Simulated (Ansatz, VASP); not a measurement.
## One calculation of AlN, two programs

```
CELL_PARAMETERS angstrom
0.00000 2.21273 2.21273
2.21273 0.00000 2.21273
2.21273 2.21273 0.00000
ATOMIC_POSITIONS crystal
Al 0.00000 0.00000 0.00000
N 0.25000 0.25000 0.25000
```

Change from the starting cell: volume scaled by 1.04.

Alike in both runs: task single point; functional PBE; k mesh 10 × 10 × 10; occupations fermi-dirac, width 0.05 eV; no spin polarisation.

```csv
,VASP,Ansatz
version,VASP 6.6.1,Ansatz 0.2.0
potentials or method,"VASP PAW PBE potentials, release 64 (Al, N)",Ansatz PAW
plane-wave cutoff (eV),520,420
valence electrons in the cell,8,8
```

Ansatz gave:

```
gap on the k mesh at the Fermi level (eV) : 3.30
least direct gap on the mesh (eV)         : 3.84
pressure (GPa)                            : -2.8
```

Question: Estimate VASP's values.

Answer: gap on the k mesh at the Fermi level (eV): 3.30; least direct gap on the mesh (eV): 3.85; pressure (GPa): -3.1.

With one functional, cell and mesh, what is left measures potentials, basis and numerics.

Caveats: the pressure holds a Pulay correction of +0.5 GPa for the finite cutoff (Ansatz). A k mesh can miss the band edges.
